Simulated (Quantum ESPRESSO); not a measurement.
# CdS (Hawleyite) (F-43m) in Quantum ESPRESSO: reference runs, part 2 of 2

Quantum ESPRESSO 7.5. The steps go on from the part before.

### 3 Single point, PBE (atoms moved at random, drawn with an rms of 0.05 Å)

The input, pw.in:

```
&CONTROL
  calculation = 'scf'
  prefix = 'pwscf'
  outdir = './tmp'
  pseudo_dir = './pseudo'
  tprnfor = .true.
  tstress = .true.
  disk_io = 'nowf'
/
&SYSTEM
  ibrav = 0
  nat = 2
  ntyp = 2
  ecutwfc = 60
  ecutrho = 480
  nbnd = 15
  occupations = 'smearing'
  smearing = 'fd'
  degauss = 0.00367493
/
&ELECTRONS
  conv_thr = 4d-10
  electron_maxstep = 120
  mixing_beta = 0.5
/
ATOMIC_SPECIES
Cd   112.4140 Cd.pbe-dn-rrkjus_psl.0.3.1.UPF
S     32.0600 s_pbe_v1.4.uspp.F.UPF
CELL_PARAMETERS angstrom
   0.0000000000    2.9165000000    2.9165000000
   2.9165000000    0.0000000000    2.9165000000
   2.9165000000    2.9165000000    0.0000000000
ATOMIC_POSITIONS crystal
Cd    -0.0103480000    0.0223960000   -0.0034000000
S      0.7487080000    0.7471110000    0.7497450000
K_POINTS automatic
8 8 8 0 0 0
```

Potentials or basis: SSSP 1.3 efficiency PBE.

Command:

```console
$ OMP_NUM_THREADS=1 pw.x -in pw.in > pw.out
```

pw.out:

```text
This program is part of the open-source Quantum ESPRESSO suite
     for quantum simulation of materials; please cite
         "P. Giannozzi et al., J. Phys.:Condens. Matter 21 395502 (2009);
         "P. Giannozzi et al., J. Phys.:Condens. Matter 29 465901 (2017);
         "P. Giannozzi et al., J. Chem. Phys. 152 154105 (2020);
     in publications or presentations arising from this work. More details at

     file Cd.pbe-dn-rrkjus_psl.0.3.1.UPF: wavefunction(s)  4D renormalized

     Subspace diagonalization in iterative solution of the eigenvalue problem:
     a serial algorithm will be used

     G-vector sticks info
     --------------------
     sticks:   dense  smooth     PW     G-vecs:    dense   smooth      PW
     Sum        2017    1003    301                59535    20875    3479

     Using Slab Decomposition

     bravais-lattice index     =            0
     lattice parameter (alat)  =       7.7943  a.u.
     unit-cell volume          =     334.8209 (a.u.)^3
     number of atoms/cell      =            2
     number of atomic types    =            2
     number of electrons       =        18.00
     number of Kohn-Sham states=           15
     kinetic-energy cutoff     =      60.0000  Ry
[... 76 lines left out ...]
     ethr =  1.00E-02,  avg # of iterations =  5.0

     Threshold (ethr) on eigenvalues was too large:
     Diagonalizing with lowered threshold

     Davidson diagonalization with overlap
     ethr =  4.55E-04,  avg # of iterations =  1.9

     total energy              =    -146.42017949 Ry
     estimated scf accuracy    <       0.08336345 Ry
[... 5 lines left out ...]
     total energy              =    -146.43660870 Ry
     estimated scf accuracy    <       0.00342189 Ry

     iteration #  3     ecut=    60.00 Ry     beta= 0.50
     Davidson diagonalization with overlap
     c_bands:  1 eigenvalues not converged
     ethr =  1.90E-05,  avg # of iterations =  8.3

     total energy              =    -146.43694949 Ry
     estimated scf accuracy    <       0.00075459 Ry

     iteration #  4     ecut=    60.00 Ry     beta= 0.50
     Davidson diagonalization with overlap
     ethr =  4.19E-06,  avg # of iterations =  2.7
[... 8 lines left out ...]
     total energy              =    -146.43703288 Ry
     estimated scf accuracy    <       0.00000219 Ry

     iteration #  6     ecut=    60.00 Ry     beta= 0.50
     Davidson diagonalization with overlap
     c_bands:  1 eigenvalues not converged
     ethr =  1.22E-08,  avg # of iterations =  3.4

     total energy              =    -146.43703351 Ry
     estimated scf accuracy    <       0.00000089 Ry

     iteration #  7     ecut=    60.00 Ry     beta= 0.50
     Davidson diagonalization with overlap
     ethr =  4.97E-09,  avg # of iterations =  2.1
[... 18 lines left out ...]
     iteration # 10     ecut=    60.00 Ry     beta= 0.50
     Davidson diagonalization with overlap
     ethr =  2.32E-12,  avg # of iterations =  3.2

     End of self-consistent calculation

     Number of k-points >= 100: set verbosity='high' to print the bands.

     the Fermi energy is     6.0247 ev

!    total energy              =    -146.43703388 Ry
     estimated scf accuracy    <          2.3E-10 Ry
     smearing contrib. (-TS)   =      -0.00000001 Ry
     internal energy E=F+TS    =    -146.43703387 Ry

     The total energy is F=E-TS. E is the sum of the following terms:
     one-electron contribution =     -48.12512241 Ry
     hartree contribution      =      38.39649354 Ry
     xc contribution           =     -51.38892725 Ry
     ewald contribution        =     -85.31947775 Ry

     convergence has been achieved in  10 iterations

     Forces acting on atoms (cartesian axes, Ry/au):

     atom    1 type  1   force =    -0.01451042    0.00979725   -0.01157438
     atom    2 type  2   force =     0.01451042   -0.00979725    0.01157438

     Total force =     0.029682     Total SCF correction =     0.000002

     Computing stress (Cartesian axis) and pressure

          total   stress  (Ry/bohr**3)                   (kbar)     P=       31.22
   0.00020860  -0.00008564   0.00007048           30.69      -12.60       10.37
  -0.00008564   0.00021519  -0.00010988          -12.60       31.66      -16.16
   0.00007048  -0.00010988   0.00021295           10.37      -16.16       31.33

=------------------------------------------------------------------------------=
   JOB DONE.
=------------------------------------------------------------------------------=
```

It took 1.9 min on 1 thread of Intel Xeon 6975P-C (Granite Rapids), shared host; peak memory 0.41 GiB.

What came out:

```
Free energy            : -1992.3773 eV
Pressure               : 3.1 GPa
Largest force          : 0.540 eV/Å
Band gap on the k mesh : 1.11 eV, direct
```

Forces on the atoms (eV/Å):
```
Cd  -0.373  0.252 -0.298
S    0.373 -0.252  0.298
```

Levels at points of the mesh, in eV from the valence-band top:
| k point | band 7 | band 8 | band 9 | band 10 | band 11 | band 12 |
| --- | --- | --- | --- | --- | --- | --- |
| (0.00, 0.00, 0.00) | -0.06 | 0.00 | 0.00 | 1.11 | 6.47 | 6.48 |
| (0.00, 0.00, -0.50) | -4.42 | -0.88 | -0.66 | 2.96 | 6.74 | 7.18 |
| (0.00, -0.50, -0.50) | -3.98 | -1.91 | -1.91 | 3.51 | 4.34 | 9.17 |
| (0.50, 0.50, 0.50) | -4.35 | -0.84 | -0.65 | 2.91 | 6.73 | 7.12 |
| (-0.50, 0.00, 0.00) | -4.38 | -0.86 | -0.65 | 2.93 | 6.73 | 7.15 |
| (0.00, -0.50, 0.00) | -4.62 | -0.87 | -0.81 | 3.10 | 7.00 | 7.10 |
| (-0.50, 0.00, -0.50) | -3.98 | -1.92 | -1.90 | 3.51 | 4.32 | 9.17 |
| (-0.50, -0.50, 0.00) | -3.98 | -1.91 | -1.91 | 3.51 | 4.33 | 9.17 |
